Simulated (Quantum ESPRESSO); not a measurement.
# Ta under changes of volume

One of the cells (18.010 Å³/atom); the others are scaled copies at fixed shape and fractional positions:

```
Ta
1.0
    -1.65128    1.65128    1.65128
     1.65128   -1.65128    1.65128
     1.65128    1.65128   -1.65128
Ta
1
Direct
  0.00000 0.00000 0.00000
```

- Program: Quantum ESPRESSO 7.5
- Functional: LDA
- Potentials or basis: GBRV 1.5 LDA
- Cutoff: 762 eV
- Density cutoff: 6095 eV
- k mesh: 11 × 11 × 11
- Occupations: fermi-dirac, width 0.05 eV
- Spin: no spin polarisation

```tsv
volume (Å³/atom)	energy over the lowest point (meV/atom)	pressure (GPa)
16.930	3.25	3.8
17.290	0.00	-1.1
17.650	7.43	-5.5
18.010	?	?
18.371	49.94	-12.9
18.731	83.02	-16.1
19.091	122.81	-18.9
```

Problem. What does the run at 18.010 Å³/atom give?

Solution. Energy over the lowest point 24.42 meV/atom; pressure -9.4 GPa.

Worked out: A Birch-Murnaghan fit of order 3 (a polynomial in V^(-2/3)) to the other rows has its minimum at 17.21 Å³/atom with B0 = V·E''(V) = 233 GPa and B' = 4.5. It gives 24.40 meV/atom at 18.010 Å³/atom, against the run's 24.42, and -dE/dV = -9.5 GPa, against -9.4.

Energies are extrapolated to zero smearing.
